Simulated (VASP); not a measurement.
# Nd (P6_3/mmc) in VASP: single point with PBE

Aim: the single point of Nd with PBE.

Everything below comes from runs of VASP 6.6.1. Logs are shortened: lines on timing, memory, paths and dates and some standing lists are left out, and cuts for length are marked.

## Step 1: The structure

It takes space group P6_3/mmc (No. 194, hexagonal). Conventional cell: a = 3.658 Å, b = 3.658 Å, c = 11.799 Å, α = 90.00°, β = 90.00°, γ = 120.00°. Nd (site symmetry -6m2) has 12 Nd at 3.63 to 3.66 Å as nearest neighbours. Nd (site symmetry -3m) is surrounded by 12 Nd at 3.63 to 3.66 Å.

## Step 2: Single point, PBE, collinear spin, ferromagnetic start

Contents of INCAR:

```
  ALGO = Normal
  EDIFF = 1E-7
  ENCUT = 520
  GGA = PE
  ISIF = 2
  ISMEAR = -1
  ISPIN = 2
  LASPH = True
  LCHARG = True
  LELF = True
  LMAXMIX = 6
  LORBIT = 11
  LREAL = False
  LVHAR = True
  LWAVE = False
  MAGMOM = 4.5 4.5 4.5 4.5
  NELM = 120
  PREC = Accurate
  SIGMA = 0.05
```

Contents of KPOINTS:

```
k-points
0
Gamma
  8 8 3
```

Contents of POSCAR:

```
Nd
1.0
    3.6579000000      0.0000000000      0.0000000000
   -1.8289500000      3.1678343245      0.0000000000
    0.0000000000      0.0000000000     11.7992000000
Nd
4
Direct
    0.6666666667      0.3333333333      0.2500000000
    0.3333333333      0.6666666667      0.7500000000
    0.0000000000      0.0000000000      0.5000000000
    0.0000000000      0.0000000000      0.0000000000
```

Potentials or basis: VASP PAW PBE potentials, release 64 (Nd).

Command:

```bash
$ cat potpaw_PBE.64/Nd/POTCAR > POTCAR
$ mpirun -np 1 vasp_std > vasp.out
```

OUTCAR:

```text
EDIFF = 1E-7
   ENCUT = 520
   GGA = PE
   ISIF = 2
   ISMEAR = -1
   ISPIN = 2
   LASPH = True
   LORBIT = 11
   LREAL = False
   NELM = 120
   PREC = Accurate

 ion  position               nearest neighbor table
   1  0.667  0.333  0.250-
   2  0.333  0.667  0.750-
   3  0.000  0.000  0.500-
   4  0.000  0.000  0.000-

  LATTYP: Found a hexagonal cell.
 ALAT       =     3.6579000000
 C/A-ratio  =     3.2256759343

  Lattice vectors:

 A1 = (   3.6579000000,   0.0000000000,   0.0000000000)
 A2 = (  -1.8289500000,   3.1678343245,   0.0000000000)
 A3 = (   0.0000000000,   0.0000000000,  11.7992000000)

Analysis of symmetry for initial positions (statically):
=====================================================================
 Subroutine PRICEL returns:
 Original cell was already a primitive cell.

 Routine SETGRP: Setting up the symmetry group for a
 hexagonal supercell.

 Subroutine GETGRP returns: Found 24 space group operations
 (whereof 12 operations were pure point group operations)
 out of a pool of 24 trial point group operations.

The static configuration has the point symmetry D_3d.
 The point group associated with its full space group is D_6h.

Analysis of symmetry for dynamics (positions and initial velocities):
=====================================================================
 Subroutine PRICEL returns:
 Original cell was already a primitive cell.

 Routine SETGRP: Setting up the symmetry group for a
 hexagonal supercell.

 Subroutine GETGRP returns: Found 24 space group operations
 (whereof 12 operations were pure point group operations)
 out of a pool of 24 trial point group operations.

The dynamic configuration has the point symmetry D_3d.
 The point group associated with its full space group is D_6h.

Analysis of structural, dynamic, and magnetic symmetry:
=====================================================================
 Subroutine PRICEL returns:
 Original cell was already a primitive cell.

 Routine SETGRP: Setting up the symmetry group for a
 hexagonal supercell.

 Subroutine GETGRP returns: Found 24 space group operations
 (whereof 12 operations were pure point group operations)
 out of a pool of 24 trial point group operations.

The overall configuration has the point symmetry D_3d.
 The point group associated with its full space group is D_6h.

 Subroutine INISYM returns: Found 24 space group operations
 (whereof 12 operations are pure point group operations),
 and found     1 'primitive' translations

----------------------------------------------------------------------------------------

                                     Primitive cell

  volume of cell :     136.7247

  direct lattice vectors                    reciprocal lattice vectors
     3.657900000  0.000000000  0.000000000     0.273380902  0.157836537  0.000000000
    -1.828950000  3.167834324  0.000000000     0.000000000  0.315673074  0.000000000
     0.000000000  0.000000000 11.799200000     0.000000000  0.000000000  0.084751509

  length of vectors
     3.657900000  3.657900000 11.799200000     0.315673074  0.315673074  0.084751509

  position of ions in fractional coordinates (direct lattice)
     0.666666667  0.333333333  0.250000000
     0.333333333  0.666666667  0.750000000
     0.000000000  0.000000000  0.500000000
     0.000000000  0.000000000  0.000000000

  ion indices of the primitive-cell ions
   primitive index   ion index
                 1           1
                 2           2
                 3           3
                 4           4

----------------------------------------------------------------------------------------

 KPOINTS: k-points

Automatic generation of k-mesh.
 Grid dimensions read from file:
 generate k-points for:    8    8    3

 Generating k-lattice:

  Cartesian coordinates                     Fractional coordinates (reciprocal lattice)
     0.034172613  0.019729567  0.000000000     0.125000000 -0.000000000  0.000000000
     0.000000000  0.039459134  0.000000000     0.000000000  0.125000000  0.000000000
     0.000000000  0.000000000  0.028250503     0.000000000  0.000000000  0.333333333

  Length of vectors
     0.039459134  0.039459134  0.028250503

  Shift w.r.t. Gamma in fractional coordinates (k-lattice)
     0.000000000  0.000000000  0.000000000

 Subroutine IBZKPT returns following result:
 ===========================================

 Found     20 irreducible k-points:

 Following reciprocal coordinates:
            Coordinates               Weight
  0.000000  0.000000  0.000000      1.000000
  0.125000 -0.000000  0.000000      6.000000
  0.250000 -0.000000  0.000000      6.000000
  0.375000  0.000000  0.000000      6.000000
  0.500000 -0.000000  0.000000      3.000000
  0.125000  0.125000  0.000000      6.000000
[... 12 lines left out ...]
  0.250000  0.250000  0.333333     12.000000
  0.375000  0.250000  0.333333     12.000000
   k-points           NKPTS =     20   k-points in BZ     NKDIM =     20   number of bands    NBANDS=     42
   number of dos      NEDOS =    301   number of ions     NIONS =      4
   total plane-waves  NPLWV =  70560
   dimension x,y,z NGX =    28 NGY =   28 NGZ =   90
   dimension x,y,z NGXF=    56 NGYF=   56 NGZF=  180
   ions per type =               4
   NGX,Y,Z   is equivalent  to a cutoff of  12.73, 12.73, 12.68 a.u.
   NGXF,Y,Z  is equivalent  to a cutoff of  25.45, 25.45, 25.36 a.u.
 SYSTEM =  unknown system
   PREC   = accura    normal or accurate (medium, high low for compatibility)
   ISTART =      0    job   : 0-new  1-cont  2-samecut
   ICHARG =      2    charge: 1-file 2-atom 10-const
   ISPIN  =      2    spin polarized calculation?
   LNONCOLLINEAR =      F non collinear calculations
   LSORBIT =      F    spin-orbit coupling
   LASPH  =      T    aspherical Exc in radial PAW
   ENCUT  =  520.0 eV  38.22 Ry    6.18 a.u.   6.80  6.80 21.94*2*pi/ulx,y,z
   NELM   =    120;   NELMIN=  2; NELMDL= -5     # of ELM steps
   EDIFF  = 0.1E-06   stopping-criterion for ELM
   LREAL  =      F    real-space projection
   EDIFFG = 0.1E-05   stopping-criterion for IOM
   NSW    =      0    number of steps for IOM
   IBRION =     -1    ionic relax: 0-MD 1-quasi-New 2-CG
   NFREE  =      0    steps in history (QN), initial steepest desc. (CG)
   ISIF   =      2    stress and relaxation
   ISYM   =      2    0-nonsym 1-usesym 2-fastsym
   POTIM  = 0.5000    time-step for ionic-motion
   TEBEG  =    0.0;   TEEND  =   0.0 temperature during run
   PSTRESS=    0.0 pullay stress
   NELECT =      56.0000    total number of electrons
   NUPDOWN=      -1.0000    fix difference up-down
   EMIN   =  10.00;   EMAX   =-10.00  energy-range for DOS
   EFERMI =   0.00;   METHOD = LEGACY
   ISMEAR =    -1;   SIGMA  =   0.05  broadening in eV -4-tet -1-fermi 0-gaus
   EFERMI_NEDOS =   21; number of points for ismear=-14 and -15
   IALGO  =     38    algorithm
   IMIX   =      4    mixing-type and parameters
     AMIX     =   0.40;   BMIX     =  1.00
     AMIX_MAG =   1.60;   BMIX_MAG =  1.00
  volume/ion in A,a.u.               =      34.18       230.67
  Fermi-wavevector in a.u.,A,eV,Ry     =   1.215781  2.297492 20.111078  1.478123
  Thomas-Fermi vector in A             =   2.351156
   LORBIT       =     11    0 simple, 1 ext, 2 COOP (PROOUT), +10 PAW based schemes
   GGA     = PE    functional components
   LHFCALC =     F    Hartree Fock is set to
   AEXX    =    0.0000 exact exchange contribution
   IVDW    =     0    specifies the selected vdW correction
   LEPSILON=     F    determine dielectric tensor
   LRPA    =     F    only Hartree local field effects (RPA)
 spin polarized calculation
  energy-cutoff  :      520.00
  volume of cell :      136.72
 maximum number of plane-waves:      3698
 NGX is ok and might be reduce to    28
   NGX = 13   NGY = 13   NGZ = 43

 number of electron      56.0000005 magnetization      16.3749969

 Free energy of the ion-electron system (eV)
  ---------------------------------------------------
  ext. energy  EPLUGINS =         0.00000000
  ---------------------------------------------------
  free energy    TOTEN  =       -25.99377825 eV

  energy without entropy =      -25.87906228  energy(sigma->0) =      -25.93642026

 E-fermi :   4.6806     XC(G=0):  -9.8847

 val. band max:        4.6756154597   @ k =   0.3750   0.0000   0.3333
 cond. band min:       4.6812592829   @ k =   0.0000   0.0000   0.0000
 fundamental gap:      0.0056438231
 Fermi energy:         4.6805748881

 spin component 1

 k-point     1 :       0.0000    0.0000    0.0000
  band No.  band energies     occupation
      1     -32.6493      1.00000
      2     -32.6014      1.00000
      3     -32.5343      1.00000
      4     -32.4848      1.00000
      5     -14.4935      1.00000
      6     -13.9228      1.00000
[... 32 lines left out ...]
     39       4.8506      0.03226
[... 816 lines left out ...]
     39       5.0010      0.00165
     40       5.0707      0.00041
 Fermi energy:         4.6805748881

 spin component 2

 k-point     1 :       0.0000    0.0000    0.0000
  band No.  band energies     occupation
      1     -31.0185      1.00000
      2     -30.9719      1.00000
      3     -30.8784      1.00000
      4     -30.8299      1.00000
      5     -13.2535      1.00000
      6     -12.6594      1.00000
[... 32 lines left out ...]
     39       7.0723      0.00000
[... 816 lines left out ...]
     39       7.0386      0.00000
     40       7.1187      0.00000
 [bands above 40 left out]

------------------------ aborting loop because EDIFF is reached ----------------------------------------

  FORCE on cell =-STRESS in cart. coord.  units (eV):
  Direction    XX          YY          ZZ          XY          YZ          ZX
  --------------------------------------------------------------------------------------
  -------------------------------------------------------------------------------------
  Total        1.0719091      1.0719091      0.4948920      0.0000000      0.0000000      0.0000000
  in kB       12.5609265     12.5609265      5.7992811      0.0000000      0.0000000      0.0000000
  external PRESSURE =      10.3070447 kB  Pullay stress =       0.0000000 kB

 VOLUME and BASIS-vectors are now :
 -----------------------------------------------------------------------------
  energy-cutoff  :      520.00
  volume of cell :      136.72
      direct lattice vectors                 reciprocal lattice vectors
     3.657900000  0.000000000  0.000000000     0.273380902  0.157836537  0.000000000
    -1.828950000  3.167834324  0.000000000     0.000000000  0.315673074  0.000000000
     0.000000000  0.000000000 11.799200000     0.000000000  0.000000000  0.084751509

 POSITION                                       TOTAL-FORCE (eV/Angst)
 -----------------------------------------------------------------------------------
      1.82895      1.05594      2.94980        -0.000000     -0.000000     -0.000000
     -0.00000      2.11189      8.84940        -0.000000      0.000000      0.000000
      0.00000      0.00000      5.89960         0.000000      0.000000     -0.000000
      0.00000      0.00000      0.00000         0.000000      0.000000     -0.000000
 -----------------------------------------------------------------------------------
    total drift:                               -0.000000      0.000000      0.000000

  FREE ENERGIE OF THE ION-ELECTRON SYSTEM (eV)
  ---------------------------------------------------
  free  energy   TOTEN  =       -25.9937782511 eV

  energy  without entropy=      -25.8790622750  energy(sigma->0) =      -25.93642026

 total charge

# of ion       s       p       d       f       tot
--------------------------------------------------
    1        2.029   5.367   0.548   3.272  11.215
    2        2.029   5.367   0.548   3.272  11.215
    3        2.026   5.372   0.549   3.287  11.235
    4        2.026   5.372   0.549   3.287  11.235
--------------------------------------------------
tot          8.110  21.479   2.193  13.119  44.901

 magnetization (x)

# of ion       s       p       d       f       tot
--------------------------------------------------
    1       -0.005  -0.091   0.185   3.246   3.335
    2       -0.005  -0.091   0.185   3.246   3.335
    3       -0.003  -0.092   0.217   3.263   3.385
    4       -0.003  -0.092   0.217   3.263   3.385
--------------------------------------------------
tot         -0.015  -0.365   0.802  13.019  13.441
```

Run time: 15 min. Hardware: 1 thread of Intel Xeon 6975P-C (Granite Rapids), shared host; peak memory 0.42 GiB.

What came out:

```
Free energy                                           : -25.9938 eV
Pressure                                              : 1.0 GPa
Band gap on the k mesh                                : none (metal or under the smearing width)
Net moment                                            : 16.37 μB per cell
Site moments                                          : Nd +3.33, +3.38 μB
Valence electrons inside the program's atomic spheres : Nd 11.21, 11.23
```

Caveat: the magnetic or orbital state may not be the lowest; spin-orbit coupling is left out, which moves the levels of the heavy elements. The state reached can hang on the start; a lower one may exist.
